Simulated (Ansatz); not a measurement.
# Ta (Im-3m) in Ansatz: elastic constants with PBEsol

Aim: the elastic constants of Ta with PBEsol.

Everything below comes from runs of Ansatz 0.2.0. Logs are shortened: lines on timing, memory, paths and dates and some standing lists are left out, and cuts for length are marked.

## Step 1: The structure

The structure is cubic, space group Im-3m (No. 229). The conventional cell has a = 3.303 Å, b = 3.303 Å, c = 3.303 Å, α = 90.00°, β = 90.00°, γ = 90.00°. Ta (site symmetry m-3m) is surrounded by 8 Ta at 2.86 Å.

## Step 2: Elastic constants, PBEsol

Contents of input.yaml:

```yaml
crystal:
  lattice:
    - [-1.65128, 1.65128, 1.65128]
    - [1.65128, -1.65128, 1.65128]
    - [1.65128, 1.65128, -1.65128]
  atoms:
    - { symbol: Ta, position: [0.0, 0.0, 0.0] }
kpoints:
  mp_grid: { grid: [8, 8, 8] }
scf:
  occupations: { method: fermi_dirac, width: 0.05 }
hamiltonian:
  xc: pbesol
  pseudopotentials: { kind: all_electron, lapw: { basis_error: 0.001 } }
output:
  forces: true
  stress: true
elastic:
  mode: relaxed_ion
  stencil: two_point
```

Potentials or basis: all-electron LAPW, scalar-relativistic.

Started as:

```
ansatz run input.yaml --threads 1 --pin off --max-ram 3072MiB --backend cpu --events-out ev --progress --plain --runs-dir out
```

Log:

```text
Warning: RAYON_NUM_THREADS=1 ignored (pool sized by the plan → 1); use --threads N
LAPW: plane waves up to 8.632 Å⁻¹, error target 1.0e-3 eV per atom; small_component_spin mean_spin; Ta in spheres of 1.387 Å, 43 of its electrons in bands, Dirac shells [] (how accurate: hamiltonian.pseudopotentials.lapw.basis_error, Limitations)
Engine: ansatz 0.2.0, x86_64-unknown-linux-gnu
Pseudopotentials: kind: all_electron
Pseudopotential: Ta, LAPW, valence charge 43, lapw/all_electron/scalar/gaussian/Ta, Koelling and Harmon's equation, gaussian nucleus
Functional definition: PBEsol
  exchange = pbesol_x
  correlation = pbesol_c
Crystal: 1 atoms, lattice volume = 18.010 Å³
Basis set: ecut = 283.86260601216327 eV, 201 PW (Γ), exchange–correlation at level 2
Bands: 26, of which v1, the nominal top of the filled ones, is band 22 counted from 1 (21 counted from 0)
Symmetry: 48 space group operations
Space group: Im-3m (ITA 229), of the structure as read, at distance tolerance 2.6e-5 Å
k-points: 29 of 512
Non-local potential: Ta, projectors of the file, none
Initial density: superposition of atomic densities (chi_scale 0.1, normalization cell)
Initial wavefunctions: plane waves of lowest kinetic energy (no species holds an atomic orbital)
Functional: x = pbesol(κ = 0.804, μ = 0.12345679012345678), c = pbesol(β = 0.046)
iter 1 solved again at ethr=2.16e-4 eV; its pass at ethr=1.00e-1 eV (dr2=9.30e-2 eV) is discarded
SCF iter   1: F=—  HF=-424443.548588 eV  |F-HF|=—  |Δ(HF+E_count)|=         —  Δρ=2.72e-2  dr2=9.33e-2  ethr=2.16e-4  ⟨swp⟩=2.9  Hψ=4666  notcnv=0
preconditioner: auto → Kerker (q_TF=auto, 3.154 Å⁻¹)  [metal: Δε(μ)=0.108 eV  Ē_g=24.495 eV  σ=0.050 eV  W_gap=0.42  n_scr=12 (ndim 8)  ℏωp=43.7 eV  f_vac=0.000  D(μ)=0.87/eV (n_scr^D=12)]
SCF iter   2: F=—  HF=-424443.421297 eV  |F-HF|=—  |Δ(HF+E_count)|=   1.27e-1  Δρ=1.43e-2  dr2=2.94e-2  ethr=2.16e-4  ⟨swp⟩=2.0  Hψ=2378  notcnv=0
preconditioner: auto → none  [insulator: Δε(μ)=0.161 eV  Ē_g=25.266 eV  σ=0.050 eV  W_gap=0.64  n_scr=12 (ndim 8)  ℏωp=43.7 eV  f_vac=0.000  D(μ)=0.83/eV (n_scr^D=12)  ε∞_Penn≈4.0]
SCF iter   3: F=—  HF=-424443.404899 eV  |F-HF|=—  |Δ(HF+E_count)|=   1.64e-2  Δρ=6.21e-3  dr2=5.37e-3  ethr=6.84e-5  ⟨swp⟩=2.0  Hψ=2249  notcnv=0
iter 4 solved again at ethr=1.17e-6 eV; its pass at ethr=1.25e-5 eV (dr2=5.02e-4 eV) is discarded
SCF iter   4: F=—  HF=-424443.402602 eV  |F-HF|=—  |Δ(HF+E_count)|=         —  Δρ=1.84e-3  dr2=5.02e-4  ethr=1.17e-6  ⟨swp⟩=2.0  Hψ=3802  notcnv=0
the basis was enlarged: its passes take 268.3 KiB over the memory plan, 1 of 1 planned eigensolver slots
SCF iter   5: F=—  HF=-424443.402616 eV  |F-HF|=—  |Δ(HF+E_count)|=   1.43e-5  Δρ=1.59e-4  dr2=3.13e-6  ethr=1.17e-6  ⟨swp⟩=2.0  Hψ=2249  notcnv=0
SCF iter   6: F=—  HF=-424443.402617 eV  |F-HF|=—  |Δ(HF+E_count)|=   7.44e-7  Δρ=9.40e-6  dr2=7.67e-9  ethr=7.27e-9  ⟨swp⟩=2.0  Hψ=2249  notcnv=0
SCF iter   7: F=—  HF=-424443.402617 eV  |F-HF|=—  |Δ(HF+E_count)|=   4.48e-9  Δρ=6.27e-7  dr2=2.33e-11  ethr=1.78e-11  ⟨swp⟩=2.4  Hψ=2269  notcnv=0
SCF iter   8: F=—  HF=-424443.402617 eV  |F-HF|=—  |Δ(HF+E_count)|=   1.16e-9  Δρ=3.10e-8  dr2=1.19e-13  ethr=6.40e-12 (applied; sched 1.00e-12)  ⟨swp⟩=2.0  Hψ=2249  notcnv=0
SCF iter   9: F=-424443.402617 eV  HF=-424443.402617 eV  |F-HF|=5.82e-11  |Δ(HF+E_count)|=  1.75e-10  Δρ=1.87e-9  dr2=3.62e-16  ethr=6.40e-12 (applied; sched 1.00e-12)  ⟨swp⟩=2.0  Hψ=2249  notcnv=0
SCF 1 converged in 9 iterations: F = -424443.402617 eV  dr2 = 3.62e-16
Crystal: 1 atoms, lattice volume = 17.974 Å³
Basis set: ecut = 284.2417214161297 eV, 201 PW (Γ), exchange–correlation at level 2
Symmetry: 16 space group operations
k-points: 59 of 512
Initial density: handed on by an earlier stage of this run
Initial wavefunctions: plane waves of lowest kinetic energy (no species holds an atomic orbital; no wavefunctions were taken with the density)
iter 1 solved again at ethr=1.06e-8 eV; its pass at ethr=1.00e-1 eV (dr2=4.54e-6 eV) is discarded
SCF iter   1: F=—  HF=-424443.403873 eV  |F-HF|=—  |Δ(HF+E_count)|=         —  Δρ=1.40e-4  dr2=3.05e-6  ethr=1.06e-8  ⟨swp⟩=5.8  Hψ=12975  notcnv=0
preconditioner: auto → none  [insulator: Δε(μ)=0.126 eV  Ē_g=25.191 eV  σ=0.050 eV  W_gap=0.52  n_scr=12 (ndim 8)  ℏωp=43.8 eV  f_vac=0.000  D(μ)=0.81/eV (n_scr^D=12)  ε∞_Penn≈4.0]
SCF iter   2: F=—  HF=-424443.403872 eV  |F-HF|=—  |Δ(HF+E_count)|=   1.24e-6  Δρ=5.92e-5  dr2=4.69e-7  ethr=7.10e-9  ⟨swp⟩=2.0  Hψ=4578  notcnv=0
[... 32 lines left out ...]
SCF iter   5: F=—  HF=-424443.402593 eV  |F-HF|=—  |Δ(HF+E_count)|=  4.66e-10  Δρ=7.93e-8  dr2=6.50e-13  ethr=6.40e-12 (applied; sched 1.00e-12)  ⟨swp⟩=2.0  Hψ=7379  notcnv=0
SCF iter   6: F=—  HF=-424443.402593 eV  |F-HF|=—  |Δ(HF+E_count)|=  2.91e-10  Δρ=1.86e-8  dr2=2.23e-14  ethr=6.40e-12 (applied; sched 1.00e-12)  ⟨swp⟩=2.0  Hψ=7379  notcnv=0
SCF iter   7: F=-424443.402593 eV  HF=-424443.402593 eV  |F-HF|=2.33e-10  |Δ(HF+E_count)|=  5.82e-11  Δρ=3.08e-9  dr2=6.05e-16  ethr=6.40e-12 (applied; sched 1.00e-12)  ⟨swp⟩=2.0  Hψ=7379  notcnv=0
SCF 4 converged in 7 iterations: F = -424443.402593 eV  dr2 = 6.05e-16
iter 1 solved again at ethr=2.98e-8 eV; its pass at ethr=1.00e-1 eV (dr2=1.28e-5 eV) is discarded
SCF iter   1: F=—  HF=-424443.402599 eV  |F-HF|=—  |Δ(HF+E_count)|=         —  Δρ=2.47e-4  dr2=1.23e-5  ethr=2.98e-8  ⟨swp⟩=5.5  Hψ=20100  notcnv=0
iter 2 solved again at ethr=1.55e-9 eV; its pass at ethr=2.86e-8 eV (dr2=6.68e-7 eV) is discarded
SCF iter   2: F=—  HF=-424443.402593 eV  |F-HF|=—  |Δ(HF+E_count)|=   5.69e-6  Δρ=6.24e-5  dr2=6.66e-7  ethr=1.55e-9  ⟨swp⟩=2.0  Hψ=12478  notcnv=0
SCF iter   3: F=—  HF=-424443.402593 eV  |F-HF|=—  |Δ(HF+E_count)|=   2.51e-7  Δρ=9.61e-6  dr2=6.81e-9  ethr=1.55e-9  ⟨swp⟩=2.3  Hψ=7406  notcnv=0
SCF iter   4: F=—  HF=-424443.402593 eV  |F-HF|=—  |Δ(HF+E_count)|=  6.98e-10  Δρ=5.31e-7  dr2=2.24e-11  ethr=1.58e-11  ⟨swp⟩=2.8  Hψ=7521  notcnv=0
SCF iter   5: F=—  HF=-424443.402593 eV  |F-HF|=—  |Δ(HF+E_count)|=  6.98e-10  Δρ=8.19e-8  dr2=6.95e-13  ethr=6.40e-12 (applied; sched 1.00e-12)  ⟨swp⟩=2.0  Hψ=7379  notcnv=0
SCF iter   6: F=—  HF=-424443.402593 eV  |F-HF|=—  |Δ(HF+E_count)|=    0.00e0  Δρ=1.85e-8  dr2=2.09e-14  ethr=6.40e-12 (applied; sched 1.00e-12)  ⟨swp⟩=2.0  Hψ=7379  notcnv=0
SCF iter   7: F=-424443.402593 eV  HF=-424443.402593 eV  |F-HF|=1.16e-10  |Δ(HF+E_count)|=  1.16e-10  Δρ=5.29e-9  dr2=1.83e-15  ethr=6.40e-12 (applied; sched 1.00e-12)  ⟨swp⟩=2.0  Hψ=7379  notcnv=0
SCF 5 converged in 7 iterations: F = -424443.402593 eV  dr2 = 1.83e-15
SCF converged after 9 iterations
Free energy (F): -424443.402617 eV
Harris-Foulkes:  -424443.402617 eV  (|F-HF|=5.82e-11)
Internal energy: -424443.395365 eV  (E = F + TS)
E sigma→0 (E₀):  -424443.398991 eV
Entropy (-TS):   -0.007252 eV (-7.252 meV/atom)
Fermi energy:    24.654430 eV
--- Per-component energies (eV) ---
  E_band       = -4069.264876
  E_kinetic    = 473751.108481
  E_xc         = -8496.580732
  E_electrostatic = -889697.923113  (all electrons and nuclei)
  E_smearing   = -0.007252  (= −TS)
  E_closure    = 0.000000  (closes the sum)
  E_atoms      = -424432.909506  (free atoms, spherical and without spin; not in F)
  Σ components = -424443.402617   (vs F -424443.402617, Δ=0.00e0)
  Basis errors (estimates in eV, not in F): energy 2.9e-4 per atom: plane waves 2.4e-4 (1.3e-4 summed), levels above the bands 7.9e-77, relativity 4.3e-8, radial functions 4.6e-5, core shells 3.5e-8; eigenvalues (radial functions only) 8.7e-7; not estimated: angular momenta, meshes, grids; target (lapw.basis_error) 1.0e-3; muffin-tin radii Ta 1.387 Å
--- Forces (eV/Å), atoms counted from 1 ---
  atom   1  Ta    -0.00000000    -0.00000000     0.00000000
  max |Σ_I F_I| component: 2.01e-31 eV/Å
--- Stress (GPa, compression-positive) ---
       -5.850403      -0.000000       0.000000
       -0.000000      -5.850403       0.000000
        0.000000       0.000000      -5.850403
  P = ⅓ Tr σ = -5.8504 GPa (-58.504 kbar)
--- Band table (eV; the first three rows and the last of 29) ---
  k-point 0: bands = ["-369.2923", "-369.2923", "-369.2923", "-191.0782", "-191.0782", "-191.0596", "-191.0596", "-191.0596", "-42.3933", "-8.3353", "-8.3353", "-8.3353", "5.8322", "5.8322", "5.8322", "5.8832", "5.8832", "5.8832", "5.9368", "16.7289", "25.3707", "25.3707", "25.3707", "28.6376", "28.6376", "39.2493"]
  k-point 1: bands = ["-369.2923", "-369.2923", "-369.2923", "-191.0782", "-191.0782", "-191.0596", "-191.0596", "-191.0596", "-42.3763", "-8.5217", "-8.3930", "-8.3363", "5.8350", "5.8387", "5.8394", "5.8767", "5.8807", "5.8813", "5.9281", "17.4045", "24.9504", "25.1930", "26.0511", "28.1020", "28.6509", "39.7842"]
  k-point 2: bands = ["-369.2923", "-369.2923", "-369.2923", "-191.0782", "-191.0782", "-191.0596", "-191.0596", "-191.0596", "-42.3352", "-8.9522", "-8.5303", "-8.3390", "5.8395", "5.8530", "5.8547", "5.8666", "5.8699", "5.8792", "5.9136", "19.0202", "24.0863", "24.5570", "27.9769", "28.0546", "28.8249", "39.5248"]
  k-point 28: bands = ["-369.2923", "-369.2923", "-369.2923", "-191.0782", "-191.0782", "-191.0596", "-191.0596", "-191.0596", "-42.1902", "-9.1618", "-9.1618", "-9.1618", "5.8252", "5.8486", "5.8486", "5.8486", "5.9017", "5.9017", "5.9017", "20.8323", "20.8323", "31.4974", "31.4974", "31.4974", "33.2468", "33.2468"]
--- Elastic constants: 2 strain directions × 2 members + reference (group order 48) ---
  dense FFT box of the reference and of every strained cell: 16×16×16
  strains applied: 11, 23; error gains: componentwise 1.00 (the most a stress slope's error grows in a printed constant), spectral 1.73 (1 for all six strains in a standard setting)
  C = ∂σ_k/∂η_j (tension-positive GPa; Voigt order 11 22 33 23 13 12):
       264.050    157.047    157.047     -0.000      0.000      0.000
       157.047    264.050    157.047     -0.000      0.000      0.000
       157.047    157.047    264.050     -0.000      0.000      0.000
         0.000     -0.000      0.000    107.599      0.000     -0.000
        -0.000      0.000      0.000     -0.000    107.599     -0.000
        -0.000      0.000     -0.000     -0.000     -0.000    107.599
  reference stress σ⁰ (GPa):      5.850      5.850      5.850     -0.000     -0.000      0.000
  no Pulay correction (none for the plane-wave cutoff is built on LAPW): the batch's stresses and constants are at fixed plane waves
  C* (energy form; C + prestress term) asymmetry max|C*_kj − C*_jk| = 5.684e-14 GPa — a small one proves nothing (zero by symmetry where the batch's group is 432, −43m or m−3m); a large one is finite-difference/SCF noise where every solve meets its electron count
  moduli (Voigt/Reuss/Hill, GPa): K = 192.71/192.71/192.71   G = 85.96/76.61/81.29   E = 213.80   ν = 0.315
  mechanically stable: yes (min eigenvalue of sym C = 107.00 GPa)
  where every solve meets its electron count the energy-path curvature estimates C_jj along a normal strain and C_jj − ¼(σ⁰_aa + σ⁰_bb) along a shear (ab), closely only under elastic.basis: deformed
  strain η (Voigt 11):  stress-route row diagonal C_11 = 264.05 GPa, energy-path curvature d²(F+E_count)/dδ²/Ω₀ = 263.91 GPa
         δ    σ_11 (GPa)             F (eV)   n_scf  n_hpsi   n_pw
    -2.000e-3       5.3142     -424443.4038720       7   44310    212   relax 0 steps, max|allowed force component| 0.00e0 eV/Å
     2.000e-3       6.3704     -424443.4012426       9   53605    212   relax 0 steps, max|allowed force component| 0.00e0 eV/Å
  strain η (Voigt 23):  stress-route row diagonal C_44 = 107.60 GPa, energy-path curvature d²(F+E_count)/dδ²/Ω₀ = 104.70 GPa
         δ    σ_23 (GPa)             F (eV)   n_scf  n_hpsi   n_pw
    -2.000e-3      -0.2152     -424443.4025931       7   70663    212   relax 0 steps, max|allowed force component| 0.00e0 eV/Å
     2.000e-3       0.2152     -424443.4025931       7   70668    212   relax 0 steps, max|allowed force component| 0.00e0 eV/Å
```

It took 42 s on 1 thread of Intel Xeon Platinum 8259CL at 2.50GHz (Skylake/Cascade Lake), shared host; peak memory 0.39 GiB.

Results:

| Property | Result |
| --- | --- |
| Free energy | -424443.4026 eV |
| Pressure | -5.9 GPa |
| Band gap on the k mesh | none (metal or under the smearing width) |
| Elastic constants C11, C12, C44 | 264, 157, 108 GPa |
| Voigt bulk modulus | 193 GPa |

Elastic tensor in Voigt notation (GPa, in the Cartesian axes of the cell as first typed):
```
264 157 157   0   0   0
157 264 157   0   0   0
157 157 264   0   0   0
  0   0   0 108   0   0
  0   0   0   0 108   0
  0   0   0   0   0 108
```

Caveat: the k mesh is thin for a metal, which can move the energy by tens of meV per atom; a metal's response needs a denser mesh; the cell is more than 3 GPa from zero pressure, which shifts response properties; elastic constants of metals need much finer meshes, so these are rough.
